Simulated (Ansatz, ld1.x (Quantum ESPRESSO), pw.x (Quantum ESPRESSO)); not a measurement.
## Equation-of-state test of one PAW potential (silicon (Si))

```json
{"Element": "Si", "Generator": "ld1.x (Quantum ESPRESSO) 7.5", "Type": "PAW", "Functional": "LDA (PW92)", "Relativity": "scalar-relativistic", "Frozen core": "[Ne]", "Valence charge": "4", "Reference configuration": "3s2 3p2", "Partial waves": "3s (bound): rcut 1.90, rcutus 2.20 bohr; 3s channel at -0.15 Ry: rcut 1.90, rcutus 2.20 bohr; 3p (bound): rcut 1.85, rcutus 2.45 bohr; 3p channel at 0.65 Ry: rcut 1.85, rcutus 2.45 bohr; 3d channel at 0.05 Ry: rcut 2.00, rcutus 2.45 bohr", "Local potential": "all-electron potential smoothed inside 2.10 bohr (lloc = -2)", "Core correction": "a·sin(br)/r model core inside 1.90 bohr", "Augmentation charge": "PSQ, inside the norm-conserving radii"}
```

Atomic tests: cutoffs needed: 8 Ry and 12 Ry (the cutoffs (Ry, on a coarse ladder) from which the occupation-weighted sum of valence levels, in a spherical-Bessel basis at the reference potential, stays within 10 and 1 mRy of its value at 400 Ry); ghost test: no extra level below or beside the all-electron valence levels (s, p, d, f tested) (spherical-Bessel basis up to 400 Ry, 20 bohr box); configuration tests: test run stopped at test 2 of 9 (negative rho).

Crystal test: fcc Si in pw.x 7.5, no spin, 15³ k-points, Fermi–Dirac smearing 0.01 Ry, cutoffs 40/320 Ry. The reference is all-electron LAPW (Ansatz 0.2.0) with the same functional, mesh and smearing; V0 and B0 come from Birch–Murnaghan fits to the pressures at five volumes. Errors are pseudo minus all-electron; Δ is the rms difference of the E(V) curves that follow from these fits, minima aligned, over ±6 % about the mean V0. Mesh and smearing are coarse, so the numbers serve the comparison and aren't converged zero-temperature values; the lattice is a test structure that the element need not adopt.

All-electron: a0 = 3.818 Å (V0 = 13.92 Å³/atom), B0 = 90.0 GPa.

How far does the potential miss the all-electron equation of state?

mean pressure error (GPa): +0.75; a0 (Å): 3.829; a0 error (%): +0.27; B0 error (%): -0.1; Δ (meV/atom): 2.2. Atomic configuration tests: test run stopped at test 2 of 9 (negative rho).

| V (Å³/atom) | P all-electron (GPa) | P pseudo (GPa) |
| --- | --- | --- |
| 13.158 | 5.68 | 6.59 |
| 13.504 | 2.89 | 3.71 |
| 13.850 | 0.45 | 1.19 |
| 14.196 | -1.71 | -1.04 |
| 14.543 | -3.61 | -3.00 |

At the middle volume, how do free energy and pressure move when the wave cutoff is lowered (ecutrho held at 320 Ry)?

```csv
cutoff (Ry),shift of F (meV/atom),shift of P (GPa)
18,+2.3,+0.02
24,+0.8,-0.01
32,+0.2,+0.01
```

The 8 pw.x runs together took about 41 s on one core of a shared server CPU.
